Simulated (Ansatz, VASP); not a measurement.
**LiF in VASP and in Ansatz**

INCAR

```
SYSTEM = LiF
PREC = Accurate ; ENCUT = 520
EDIFF = 1E-8 ; ISMEAR = -1
SIGMA = 0.03 ; LREAL = .False.
LASPH = .True. ; NELM = 100
ALGO = Normal ; ISIF = 2
LWAVE = .False. ; LCHARG = .False.
GGA = CA ; LEFG = .True.
NBANDS = 12
```

KPOINTS

```
regular mesh
0
Gamma
  10 10 10
  0 0 0
```

The input POSCAR:

```
LiF
1.0
    0.0000000000      2.0072641637      2.0072641637
    2.0072641637      0.0000000000      2.0072641637
    2.0072641637      2.0072641637      0.0000000000
Li F
1 1
Direct
    0.0000000000      0.0000000000      0.0000000000
    0.5000000000      0.5000000000      0.5000000000
```

Input for Ansatz:

```yaml
crystal:
  lattice:
    - [0.0, 2.0072641637, 2.0072641637]
    - [2.0072641637, 0.0, 2.0072641637]
    - [2.0072641637, 2.0072641637, 0.0]
  atoms:
    - { symbol: Li, position: [0.0, 0.0, 0.0] }
    - { symbol: F, position: [0.5, 0.5, 0.5] }
kpoints:
  mp_grid: { grid: [10, 10, 10] }
scf:
  occupations: { method: fermi_dirac, width: 0.03 }
hamiltonian:
  xc: lda
  pseudopotentials: { kind: all_electron, datasets: crystal }
output:
  forces: true
  stress: true
  eigenvalues: true
  efg: { contact_densities: true }
```

Change from the starting cell: volume scaled by 0.99, crystal datasets.

Alike in both runs: task electric field gradients; functional LDA; k mesh 10 × 10 × 10; occupations fermi-dirac, width 0.03 eV; no spin polarisation.

|  | VASP | Ansatz |
| --- | --- | --- |
| version | VASP 6.6.1 | Ansatz 0.2.0 |
| potentials or method | VASP PAW LDA potentials, release 64 (Li_sv, F) | all-electron PAW with datasets made for the crystal, scalar-relativistic |
| plane-wave cutoff (eV) | 520 | see its input |

```tsv
	VASP	Ansatz	Ansatz less VASP
gap on the k mesh at the Fermi level (eV)	8.93	8.91	-0.019
Vzz of the field gradient on the site that differs most (V/Å²)	0.0	0.0	0.00
```

Ansatz ran all-electron here, so the differences hold the error of VASP's frozen core and of both bases.

 A k mesh can miss the band edges.
